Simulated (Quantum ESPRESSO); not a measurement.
The system is InPd.

```
In Pd
1.0
     3.27188    0.00000    0.00000
     0.00000    3.27188    0.00000
     0.00000    0.00000    3.27188
In Pd
1 1
Direct
  0.00000 0.00000 0.00000
  0.50000 0.50000 0.50000
```

The cell comes from a database or a generator and needn't be the stable form of this composition.

```yaml
Program: Quantum ESPRESSO 7.5
Task: single point
Functional: PBE
Potentials_or_basis: SSSP 1.3 efficiency PBE
Cutoff: 816 eV
Density_cutoff: 5987 eV
k_mesh: 8 × 8 × 8
Occupations: fermi-dirac, width 0.05 eV
Spin: no spin polarisation
```

On this cell: pressure 3.5 GPa; largest force zero by symmetry; band gap on the k mesh none (metal or under the smearing width).

The same run follows on a disturbed copy (atoms moved at random, drawn with an rms of 0.05 Å):

```
CELL_PARAMETERS angstrom
3.27188 0.00000 0.00000
0.00000 3.27188 0.00000
0.00000 0.00000 3.27188
ATOMIC_POSITIONS crystal
In 0.99323 0.00032 0.00838
Pd 0.48910 0.50688 0.49185
```

Task: What changes?

Result: The energy (extrapolated to zero smearing) moves by +3.8 meV/atom; pressure 3.7 GPa; largest force 0.254 eV/Å; band gap on the k mesh none (metal or under the smearing width).

Forces on the atoms (eV/Å):
```
In  -0.058  0.092 -0.229
Pd   0.058 -0.092  0.229
```

Stress tensor (GPa, compression positive):
```
 3.72 -0.03  0.07
-0.03  3.71 -0.11
 0.07 -0.11  3.61
```
